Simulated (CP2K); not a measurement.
Crystal: FeO (Wuestite).

```
Fe O
1.0
     3.06986    0.00000    0.00000
     1.56698    2.63981    0.00000
     1.56698    0.89210    2.48451
Fe O
1 1
Direct
  0.00000 0.00000 0.00000
  0.50000 0.50000 0.50000
```

* Program: CP2K 2026.2
* Task: single point
* Functional: PBEsol
* Potentials or basis: POTENTIAL_UZH Fe GTH-PBE-q16, O GTH-PBE-q6; TZVP-MOLOPT-PBE-GTH basis
* Density cutoff: 8163 eV
* k mesh: 11 × 11 × 11
* Occupations: fermi-dirac, width 0.05 eV
* Spin: collinear spin, ferromagnetic start
* Starting moments: [3.0, 0.0] μB

On this cell: pressure -8.5 GPa; largest force under 0.003 eV/Å; net moment 4.00 μB per cell; site moments Fe +3.77; O +0.23 μB.

The same run follows on a disturbed copy (atoms moved at random, drawn with an rms of 0.05 Å):

```
CELL_PARAMETERS angstrom
3.06986 0.00000 0.00000
1.56698 2.63981 0.00000
1.56698 0.89210 2.48451
ATOMIC_POSITIONS crystal
Fe 0.00349 0.00059 0.00193
O 0.48174 0.51863 0.48149
```

What does the disturbed cell give?

The energy moves by +5.7 meV/atom; pressure -7.8 GPa; largest force 0.310 eV/Å; net moment 4.00 μB per cell; site moments Fe +3.77; O +0.23 μB.

Forces on the atoms (eV/Å):
```
Fe  -0.201  0.082 -0.146
O    0.239 -0.096  0.173
```

Stress tensor (GPa, compression positive):
```
-7.82 -1.02  0.64
-1.02 -8.06 -0.70
 0.64 -0.70 -7.62
```

The forces don't sum to zero, so they hold noise of the program's grid.

Caveats: the potentials were made for another functional, which shifts forces and pressure; the basis of atomic orbitals isn't converged, which shifts pressures, moduli and gaps; the total moment is fixed, so each spin has its own Fermi level; a cell with one magnetic atom can't hold antiferromagnetic order, which such compounds often take.
